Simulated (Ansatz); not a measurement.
**The honeycomb BP bilayer (AB) under a gate**

Aim: charge, voltage and capacitance of the honeycomb BP bilayer (AB) in a field-effect set-up.

Main program and level: Ansatz 0.2.0; plane-wave DFT, PBE-D3(BJ), Ansatz PAW.

This is a report of a sequence of runs, with most program output left out.

## 1. The structure

The cell holds 4 atoms: 2 P and 2 B. Its edges and angles: a = 3.210 Å, b = 3.210 Å, c = 37.400 Å, α = 90.0°, β = 90.0°, γ = 120.0°. Regions: layer 1: honeycomb BP, 2 atoms (1 P and 1 B); layer 2: honeycomb BP, 2 atoms (1 P and 1 B). Vacuum lies along c.

## 2. Relaxing the slab

The starting cell is a guess, so the in-plane lattice and the atoms are relaxed first, with the slab cut off from its images along the normal.

input.yaml reads:

```yaml
crystal:
  lattice:
    - [3.21, 0.0, 0.0]
    - [-1.605, 2.7799415461, 0.0]
    - [0.0, 0.0, 37.3999999994]
  atoms:
    - { symbol: P, position: [0.6666666667, 0.3333333333, 0.4572192513] }
    - { symbol: B, position: [0.3333333333, 0.6666666667, 0.4572192513] }
    - { symbol: P, position: [0.0, 0.0, 0.5427807487] }
    - { symbol: B, position: [0.6666666667, 0.3333333333, 0.5427807487] }
  periodic: [true, true, false]
kpoints:
  mp_grid: { grid: [12, 12, 1] }
hamiltonian:
  xc: pbe
  dispersion: d3bj
scf:
  occupations: { method: fermi_dirac, width: 0.05 }
  convergence: { dr2_threshold: 1.0e-09 }
relax:
  f_tol: 0.004
  max_steps: 90
  cell: {}
output:
  write_potential: true
  write_density: true
  volumetric_format: npy
```

Run with:

```bash
$ ansatz run input.yaml --threads 4 --pin off --max-ram 16384MiB --backend cpu --events-out ev --progress --plain --runs-dir out
```

Elapsed: 14 s, on 4 threads of Arm Neoverse V1, shared host; peak memory 0.55 GiB; 51 s of CPU time.

Relaxation path:

```
step  energy less that of the first step (eV)  largest force component (eV/Å)  volume (Å³)
   1                                   0.0000                          0.2490       333.74
   2                                  -0.0385                          0.0500       332.94
   3                                  -0.0388                          0.0320       331.11
   4                                  -0.0394                          0.0113       332.12
   5                                  -0.0394                          0.0005       332.17
  6*                                  -0.0392                          0.0005       332.17
```

Relaxation steps marked * repeat the geometry before them on a plane-wave basis chosen anew for their cell, so energy and pressure can jump there.

Forces are held to the 6 operations that the run works with; a distortion that breaks them can't arise in this run.

```
cell as run  before  after  change
      a (Å)   3.210  3.202  -0.2 %
      b (Å)   3.210  3.202  -0.2 %
```

The atoms that moved most (Å, along periodic axes as changes of fractional coordinates times the final cell, across vacuum about the mean position):

```
atom     dx     dy      dz  length
  B2  0.000  0.000  -0.182   0.182
  P3  0.000  0.000   0.179   0.179
  B4  0.000  0.000   0.165   0.165
  P1  0.000  0.000  -0.162   0.162
```

The relaxed structure:

```cif
data_structure
_symmetry_space_group_name_H-M 'P 1'
_symmetry_Int_Tables_number 1
_cell_length_a 3.2024
_cell_length_b 3.2024
_cell_length_c 37.4000
_cell_angle_alpha 90.000
_cell_angle_beta 90.000
_cell_angle_gamma 120.000
_cell_volume 332.17
loop_
_atom_site_label
_atom_site_type_symbol
_atom_site_fract_x
_atom_site_fract_y
_atom_site_fract_z
_atom_site_occupancy
P1 P 0.66667 0.33333 0.45289 1
B2 B 0.33333 0.66667 0.45235 1
P3 P 0.00000 0.00000 0.54757 1
B4 B 0.66667 0.33333 0.54719 1
```

The lattice constant a goes from 3.210 to 3.202 Å.

## 3. Gated layer, added electrons 0, start network

The slab is cut off from its images along the normal. A charged sheet stands for each gate, the layer takes the opposite charge, and a barrier ahead of the sheet keeps electrons from leaking to it. The uncharged case sets the zero; a dense mesh is needed because few carriers fill a small part of the zone.

The cell differs from the one that the last finished run ended in (c 37.400 → 36.761 Å).

input.yaml reads:

```yaml
crystal:
  lattice:
    - [3.2024038013, 0.0, 0.0]
    - [-1.6012019006, 2.7733630451, 0.0]
    - [0.0, 0.0, 36.7613829371]
  atoms:
    - { symbol: P, position: [0.6666666667, 0.3333333333, 0.4521183956] }
    - { symbol: B, position: [0.3333333333, 0.6666666667, 0.4515608139] }
    - { symbol: P, position: [0.0, 0.0, 0.5484391861] }
    - { symbol: B, position: [0.6666666667, 0.3333333333, 0.5480528774] }
  periodic: [true, true, false]
  symmetry: { detect: true }
kpoints:
  mp_grid: { grid: [90, 90, 1] }
  band_path:
    path: [[0, 0, 0], [0.5, 0, 0], [0.33333333, 0.33333333, 0], [0, 0, 0]]
    npoints: 16
hamiltonian:
  xc: pbe
  dispersion: d3bj
scf:
  occupations: { method: fermi_dirac, width: 0.02585 }
  convergence: { dr2_threshold: 1.0e-10 }
output:
  forces: true
  eigenvalues: true
  dos: { projected: true, e_range: [-3, 3], de: 0.01 }
  write_potential: true
  write_density: true
  volumetric_format: npy
  elf: true
external_charges:
  - { charge: 0, barrier: 10, axis: 3, height: 23.661, sigma: 0.25 }
```

It took 1.9 min on 4 threads; peak memory 3 GiB.

This step gave:

- gap along the path: 0.7406 eV
- smallest direct gap along the path: 0.7486 eV
- gap, the smaller of path and mesh: 0.7400 eV
- potential beyond the upper barrier and gate, less the barrier, from the Fermi level: 4.782 eV

Running mean over a fixed 2.8 Å (it still follows the layers) of the planar mean; beyond a gate it holds the 10 eV model barrier. Table of electron's electrostatic potential energy less the Fermi level by z:

```
z (Å)  electron's electrostatic potential energy less the Fermi level (eV)
    4                                                                 4.66
    5                                                                 4.66
    6                                                                 4.66
    7                                                                 4.66
    8                                                                 4.66
    9                                                                 4.66
   10                                                                 4.66
   11                                                                 4.66
   12                                                                 4.66
   13                                                                 4.65
   14                                                                 4.43
   15                                                                0.822
   16                                                                -6.03
   17                                                                -6.44
   18                                                                -2.04
   19                                                                -3.56
   20                                                                -6.46
   21                                                                -5.10
   22                                                                 2.67
   23                                                                 7.31
   24                                                                 11.0
   25                                                                 14.3
   26                                                                 14.8
   27                                                                 14.8
   28                                                                 14.8
   29                                                                 14.8
   30                                                                 14.8
   31                                                                 14.8
   32                                                                 14.8
   33                                                                 14.8
```

The density of states has structure finer than the step of the table below, so its rows give means over 0.1 eV, whole bins alone (the curve runs from -3 to 2.35 eV). Peaks (eV: height): -1.89: 1.76, -1.27: 3.08, 0.95: 4.22, 1.33: 1.85.

Table of density of states by energy, zero at the Fermi level of the run, which the smearing sets inside the gap; means over each step:

```
energy (eV)  density of states (states/eV a cell)
       -2.9                                  1.86
       -2.8                                  1.83
       -2.7                                  1.80
       -2.6                                  1.78
       -2.5                                  1.77
       -2.4                                  1.75
       -2.3                                  1.75
       -2.2                                  1.74
       -2.1                                  1.49
       -2.0                                  1.40
       -1.9                                  1.44
       -1.8                                  1.22
       -1.7                                  1.10
       -1.6                                  1.05
       -1.5                                  1.04
       -1.4                                  1.09
       -1.3                                  1.70
       -1.2                                  1.50
       -1.1                                  1.06
       -1.0                                 0.865
       -0.9                                 0.726
       -0.8                                 0.590
       -0.7                                 0.453
       -0.6                                 0.406
       -0.5                                 0.388
       -0.4                                 0.314
       -0.3                                     0
       -0.2                                     0
       -0.1                                     0
        0.0                                     0
        0.1                                     0
        0.2                                     0
        0.3                                6.3e-5
        0.4                                 0.210
        0.5                                 0.246
        0.6                                 0.280
        0.7                                 0.338
        0.8                                 0.499
        0.9                                  1.18
        1.0                                  2.25
        1.1                                  1.24
        1.2                                  1.15
        1.3                                  1.39
        1.4                                  1.32
        1.5                                  1.11
        1.6                                  1.02
        1.7                                 0.952
        1.8                                 0.901
        1.9                                 0.861
        2.0                                 0.827
        2.1                                 0.801
        2.2                                 0.785
        2.3                                  1.03
```

Projected DOS per atom over height of the atomic layer and energy from the Fermi level. Layers: BP BP from below.

Values in states/eV, 22 rows by 2 columns, each cell a mean:
```
0.21 0.19
0.19 0.20
0.21 0.22
0.24 0.29
0.26 0.33
0.47 0.37
0.16 0.07
0.10 0.02
0.02 0.00
0.00 0.00
0.00 0.00
0.05 0.13
0.09 0.14
0.18 0.21
0.32 0.39
0.27 0.28
0.28 0.27
0.34 0.34
0.37 0.43
0.43 0.44
0.44 0.45
0.45 0.46
```
Columns: height of the atomic layer (Å) from 16.6 to 20.2; rows upwards: energy from the Fermi level (eV) from -2.98 to 2.32.

Electronic bands along the path, in eV, zero at the Fermi level of the run, which the smearing sets inside the gap:

```
  point  band 5  band 6  band 7  band 8  band 9  band 10  band 11  band 12
      Γ   -2.14   -2.14   -1.99   -1.99    3.51     4.18     4.18     4.35
halfway   -4.23   -3.35   -3.18   -2.88    2.99     3.28     4.34     4.71
      M   -4.16   -3.98   -1.89   -1.27    0.95     1.33     2.30     2.63
halfway   -5.53   -5.34   -1.54   -0.94    0.95     1.15     4.29     4.61
      K   -6.80   -6.64   -0.78   -0.39    0.35     0.82     5.76     6.12
halfway   -4.30   -4.14   -3.88   -2.56    3.76     4.24     4.55     4.61
      Γ   -2.14   -2.14   -1.99   -1.99    3.51     4.18     4.18     4.35
```

ELF in the ca plane at fractional y = 0.333, with atoms of P and B within 0.2 Å of it. It is the smooth field of the valence electrons, not physical close to the nuclei.

Values, 5 rows by 16 columns, each cell a mean:
```
0.00 0.00 0.00 0.00 0.00 0.04 0.41 0.72 0.69 0.38 0.35 0.68 0.58 0.14 0.01 0.00
0.00 0.00 0.00 0.00 0.00 0.08 0.55 0.51 0.30 0.48 0.29 0.14 0.37 0.12 0.01 0.00
0.00 0.00 0.00 0.00 0.00 0.04 0.42 0.72 0.67 0.38 0.34 0.66 0.57 0.13 0.01 0.00
0.00 0.00 0.00 0.00 0.00 0.01 0.17 0.56 0.62 0.17 0.34 0.67 0.57 0.16 0.01 0.00
0.00 0.00 0.00 0.00 0.00 0.01 0.16 0.55 0.61 0.17 0.34 0.66 0.57 0.16 0.01 0.00
```
Columns run along c (16.0 Å, from fractional 0.23 to 0.67 of the cell), rows up along a (3.2 Å). Atoms in or near the plane, at fractional coordinates: P at (0.45, 0.67), B at (0.55, 0.67).

Valence density in the ca plane at fractional y = 0.333, with atoms of P and B within 0.2 Å of it. It is the smooth field of the valence electrons, not physical close to the nuclei.

Values in e/Å³, 5 rows by 16 columns, each cell a mean:
```
0.00 0.00 0.00 0.00 0.00 0.00 0.05 0.48 0.59 0.12 0.14 0.64 0.29 0.02 0.00 0.00
0.00 0.00 0.00 0.00 0.00 0.00 0.07 0.44 0.39 0.17 0.15 0.51 0.30 0.02 0.00 0.00
0.00 0.00 0.00 0.00 0.00 0.00 0.05 0.48 0.59 0.13 0.14 0.64 0.29 0.02 0.00 0.00
0.00 0.00 0.00 0.00 0.00 0.00 0.03 0.27 0.36 0.07 0.11 0.45 0.23 0.02 0.00 0.00
0.00 0.00 0.00 0.00 0.00 0.00 0.03 0.26 0.35 0.07 0.11 0.44 0.22 0.02 0.00 0.00
```
Columns run along c (16.0 Å, from fractional 0.23 to 0.67 of the cell), rows up along a (3.2 Å). Atoms in or near the plane, at fractional coordinates: P at (0.45, 0.67), B at (0.55, 0.67).

Electrostatic potential energy in the ca plane at fractional y = 0.333, with atoms of P and B within 0.2 Å of it. With pseudopotentials it is smooth inside the atoms' cores, unlike the true potential.

Ten even steps from '0' (-53 eV) to '9' (9 eV), each cell a mean:
```
88888888888888888887643578888776577888888999
88888888888888888887400157888751147888888999
88888888888888888886200037888730027888888999
88888888888888888887400157888752157888888999
88888888888888888887654578888876677888888999
88888888888888888888777778888876677888888999
88888888888888888888777778888776677888888999
88888888888888888888777778888876677888888999
```
Columns run along c (16.0 Å, from fractional 0.23 to 0.67 of the cell; values clipped at the 3rd and 97th percentile), rows up along a (3.2 Å). Atoms in or near the plane, at fractional coordinates: P at (0.45, 0.67), B at (0.55, 0.67).

The gap, the smaller of path and mesh, is 0.740 eV.

## 4. Gated layer, added electrons 1×10¹³ per cm², start atoms

input.yaml, the sections that differ from step 3:

```yaml
total_charge: -0.008881
kpoints:
  mp_grid: { grid: [90, 90, 1] }
output:
  forces: true
  eigenvalues: true
  write_potential: true
  write_density: true
  volumetric_format: npy
external_charges:
  - { charge: 0, barrier: 10, axis: 3, height: 23.661, sigma: 0.25 }
  - { charge: 0.008881, axis: 3, height: 25.161, sigma: 0.5 }
# crystal, hamiltonian, scf: as in step 3
```

Elapsed: 2.3 min, on 4 threads; peak memory 3 GiB.

Numbers from this step:

```
energy at zero smearing                                                             : -1824.0861 eV
potential beyond the upper barrier and gate, less the barrier, from the Fermi level : 3.643 eV
```

Against the uncharged case this takes +1.14 V.

## 5. Gated layer, added electrons 3×10¹³ per cm², start atoms

input.yaml, as its differences from that of step 4:

```diff
@@ -12,3 +12,3 @@
   symmetry: { detect: true }
-total_charge: -0.008881
+total_charge: -0.026644
 kpoints:
@@ -29,2 +29,2 @@
   - { charge: 0, barrier: 10, axis: 3, height: 23.661, sigma: 0.25 }
-  - { charge: 0.008881, axis: 3, height: 25.161, sigma: 0.5 }
+  - { charge: 0.026644, axis: 3, height: 25.161, sigma: 0.5 }
```

Run time: 2.3 min. Hardware: 4 threads; peak memory 3 GiB; 9.3 min of CPU time.

Against the uncharged case this takes +2.65 V.

## 6. Gated layer, added electrons 6×10¹³ per cm², start atoms

input.yaml, as its differences from that of step 5:

```diff
@@ -12,3 +12,3 @@
   symmetry: { detect: true }
-total_charge: -0.026644
+total_charge: -0.053289
 kpoints:
@@ -29,2 +29,2 @@
   - { charge: 0, barrier: 10, axis: 3, height: 23.661, sigma: 0.25 }
-  - { charge: 0.026644, axis: 3, height: 25.161, sigma: 0.5 }
+  - { charge: 0.053289, axis: 3, height: 25.161, sigma: 0.5 }
```

The job ended after 2.3 min (4 threads; peak memory 3 GiB).

Against the uncharged case this takes +4.74 V.

## 7. Gated layer, added electrons 10×10¹³ per cm², start atoms

input.yaml, as its differences from that of step 6:

```diff
@@ -12,3 +12,3 @@
   symmetry: { detect: true }
-total_charge: -0.053289
+total_charge: -0.088814
 kpoints:
@@ -29,2 +29,2 @@
   - { charge: 0, barrier: 10, axis: 3, height: 23.661, sigma: 0.25 }
-  - { charge: 0.053289, axis: 3, height: 25.161, sigma: 0.5 }
+  - { charge: 0.088814, axis: 3, height: 25.161, sigma: 0.5 }
```

It took 2.3 min on 4 threads; peak memory 3 GiB; 9.2 min of CPU time.

Against the uncharged case this takes +7.38 V.

## 8. Gated layer, added electrons -1×10¹³ per cm², start atoms

input.yaml, as its differences from that of step 7:

```diff
@@ -12,3 +12,3 @@
   symmetry: { detect: true }
-total_charge: -0.088814
+total_charge: 0.008881
 kpoints:
@@ -29,2 +29,2 @@
   - { charge: 0, barrier: 10, axis: 3, height: 23.661, sigma: 0.25 }
-  - { charge: 0.088814, axis: 3, height: 25.161, sigma: 0.5 }
+  - { charge: -0.008881, axis: 3, height: 25.161, sigma: 0.5 }
```

Elapsed: 2.2 min, on 4 threads; peak memory 2.9 GiB; 8.6 min of CPU time.

Against the uncharged case this takes -1.04 V.

## 9. Gated layer, added electrons -3×10¹³ per cm², start atoms

input.yaml, as its differences from that of step 8:

```diff
@@ -12,3 +12,3 @@
   symmetry: { detect: true }
-total_charge: 0.008881
+total_charge: 0.026644
 kpoints:
@@ -29,2 +29,2 @@
   - { charge: 0, barrier: 10, axis: 3, height: 23.661, sigma: 0.25 }
-  - { charge: -0.008881, axis: 3, height: 25.161, sigma: 0.5 }
+  - { charge: -0.026644, axis: 3, height: 25.161, sigma: 0.5 }
```

It took 2.2 min on 4 threads; peak memory 2.9 GiB.

Against the uncharged case this takes -2.42 V.

(Part 1 of 2 ends here.)

[Logs are printed without paths, hosts, clocks, repeated set-up lines and the standing remarks that a program may print on its own settings, such as how far it seeks lower states.]

[Hosts, paths, dates, database ids (printed as entryN), source tags and the programs' standing remarks are cut or masked in the printed files.]

[Maps of the electrostatic potential energy from Ansatz leave out the sawtooth potential of an applied field or a dipole correction, so their vacuum need not be flat; planar profiles and work functions include it.]

[The density of states shown here was stored with 400 of the rows of the run's finer table, so its peaks can read low, often by over a quarter, or be missed, and its means over a window can be off by a tenth or more.]
